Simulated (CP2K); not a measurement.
Hf under changes of volume

One of the cells (22.380 Å³/atom); the others are scaled copies at fixed shape and fractional positions:

```
CELL_PARAMETERS angstrom
3.19670 0.00000 0.00000
-1.59835 2.76842 0.00000
0.00000 0.00000 5.05780
ATOMIC_POSITIONS crystal
Hf 0.66667 0.33333 0.75000
Hf 0.33333 0.66667 0.25000
```

- Program: CP2K 2026.2
- Functional: PBEsol
- Potentials or basis: POTENTIAL_UZH Hf GTH-PBE-q12; TZVP-MOLOPT-PBE-GTH basis
- Density cutoff: 6123 eV
- k mesh: 10 × 10 × 5
- Occupations: fermi-dirac, width 0.05 eV
- Spin: no spin polarisation

```tsv
volume (Å³/atom)	energy over the lowest point (meV/atom)	pressure (GPa)
21.037	8.64	4.2
21.485	1.20	1.6
21.933	0.00	-0.7
22.380	5.34	-2.9
22.828	16.42	-4.9
23.276	?	?
23.723	53.78	-8.3
```

**Question.** What does the run at 23.276 Å³/atom give?

**Answer.** Energy over the lowest point 32.74 meV/atom; pressure -6.6 GPa.

Worked out: A Birch-Murnaghan fit of order 3 (a polynomial in V^(-2/3)) to the other rows has its minimum at 21.77 Å³/atom with B0 = V·E''(V) = 111 GPa (rough, since the energies scatter) at fixed shape and positions, which overstates the stiffness. It gives 32.64 meV/atom at 23.276 Å³/atom, against the run's 32.74, and -dE/dV = -6.7 GPa, against -6.6.

Energies are extrapolated to zero smearing.

Caveats: the potentials were made for another functional, which shifts forces and pressure; the basis of atomic orbitals isn't converged, which shifts pressures, moduli and gaps.
